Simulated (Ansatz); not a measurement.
## A series in volume per atom on MgSe

All results are calculated (Ansatz 0.2.0). Periodic Kohn-Sham DFT of a crystal at fixed atoms; pressure and stress are positive in compression; the energy is the free energy less that of spherical unpolarised free atoms; site moments are those in the method's own spheres, positive along +z.

Cell of the first row (space group Fm-3m, No. 225):
```
MgSe
1.0
      0.0000     2.6984     2.6984
      2.6984     0.0000     2.6984
      2.6984     2.6984     0.0000
Mg Se
1 1
Direct
  0.00000 0.00000 0.00000
  0.50000 0.50000 0.50000
```

Settings of every row: method all-electron LAPW; functional PBE; relativity scalar; k mesh 11x11x11; filling fermi-dirac; smearing width 0.03 eV; basis error target 0.25 meV/atom; nucleus gaussian.

Atom start moment: 0 on all atoms.

Limits: the cell comes from a prototype or a list of computed structures and needn't be the stable phase.

```
row  volume per atom (Å³)  energy less free atoms (eV/atom)  pressure (GPa)
  1                19.647                           -3.7205           4.213
  2                20.263                                 ?               ?
  3                 20.89                            -3.736          -0.005
  4                21.517                           -3.7326           -1.69
  5                22.143                            -3.723          -3.135
```

Question: what energy less free atoms and pressure should row 2 give?

Worked fit of energy less free atoms. Take u = (V_r/V)^(2/3) − 1 with V_r = 21.203 Å³ an atom, which is twice the finite (Eulerian) strain; such expansions in the strain, on which the Birch-Murnaghan equation of state is built, carry the rest volume and the bulk modulus. The shown rows have u = 0.05213, 0.00996, -0.00975, -0.02851. Least squares give energy less free atoms = −3.73513 − 0.1757 × u + 8.754 × u² eV/atom; a straight line predicts inner rows, each left out in turn, worse (root mean square 0.0087 against 3.1e-05 eV/atom). All shown rows lie on it to the printed digit. Its lowest point lies at u = 0.0100, or V = 20.89 Å³ an atom, and the curvature there gives the bulk modulus at fixed shape and fractions, B = (4/9)(1 + u)² E″(u)/V = 60.9 GPa. The withheld row has u = 0.03069, so the fit gives −3.73513 − 0.1757 × (0.03069) + 8.754 × (0.03069)² = -3.7323 eV/atom.

The calculation gave -3.7322 eV/atom. The fit lies 0.0001 eV/atom (0.65 % of the column's range) below it, one unit of the last digit.

Worked fit of pressure. Take u = (V_r/V)^(2/3) − 1 with V_r = 21.203 Å³ an atom, which is twice the finite (Eulerian) strain; such expansions in the strain, on which the Birch-Murnaghan equation of state is built, carry the rest volume and the bulk modulus. The shown rows have u = 0.05213, 0.00996, -0.00975, -0.02851. Least squares give pressure = −0.8792 + 85.66 × u + 230.55 × u² GPa; a straight line predicts inner rows, each left out in turn, worse (root mean square 0.23 against 0.0051 GPa). The rows lie off it by 0.000, -0.002, 0.002, -0.001. The pressure vanishes at u = 0.0100, or V = 20.89 Å³ an atom, and there the bulk modulus at fixed shape and fractions is B = −V dP/dV = (2/3)(1 + u) dP/du = 60.8 GPa. The withheld row has u = 0.03069, so the fit gives −0.8792 + 85.66 × (0.03069) + 230.55 × (0.03069)² = 1.967 GPa.

The calculation gave 1.96 GPa. The fit lies 0.007 GPa (0.095 % of the column's range) above it; its largest miss of a shown row is 0.002 GPa.
